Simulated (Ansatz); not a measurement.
**Clamped-ion strain scan in AlGa₃N₄**

The calculation used DFT r2SCAN, scalar-relativistic, plane waves, PAW in Ansatz. Cutoff 500 eV, Γ-centred 6×6×6 k-points, Gaussian smearing of 0.05 eV. No spin polarisation. Energies are free energies at this smearing, counted from the undisturbed cell; pressure is positive in compression.

Reference structure (relaxed at this level; it needn't be the usual structure):

```
CELL_PARAMETERS angstrom
4.46534 0.00000 0.00000
0.00000 4.46534 0.00000
0.00000 0.00000 4.46534
ATOMIC_POSITIONS crystal
Al 0.00000 0.00000 0.00000
Ga 0.50000 0.50000 0.00000
Ga 0.50000 0.00000 0.50000
Ga 0.00000 0.50000 0.50000
N 0.75535 0.75535 0.24465
N 0.75535 0.24465 0.75535
N 0.24465 0.75535 0.75535
N 0.24465 0.24465 0.24465
```

The cell is strained by ε times the Voigt pattern (1, -1, 0, 0, 0, 0) (xx, yy, zz, yz, xz, xy; engineering shear) with fractional coordinates fixed.

```csv
ε,ΔE (meV/atom)
-0.1500,220.6
-0.0750,53.5
0.0000,0.0
0.0187,3.3
0.0375,13.3
0.0562,29.9
0.0937,84.0
0.1125,121.9
0.1312,167.2
```

Task: Predict the stress summed along the pattern (GPa, tension positive) at each point.

Result:
| ε | stress summed along the pattern (GPa, tension positive) |
| --- | --- |
| -0.1500 | -46.17 |
| -0.0750 | -21.03 |
| 0.0000 | 0.00 |
| 0.0187 | 5.08 |
| 0.0375 | 10.26 |
| 0.0562 | 15.53 |
| 0.0937 | 26.76 |
| 0.1125 | 32.84 |
| 0.1312 | 39.26 |

Cost: 9 runs of about 5.8 core-minutes in all, on Arm Neoverse V2 (shared hosts).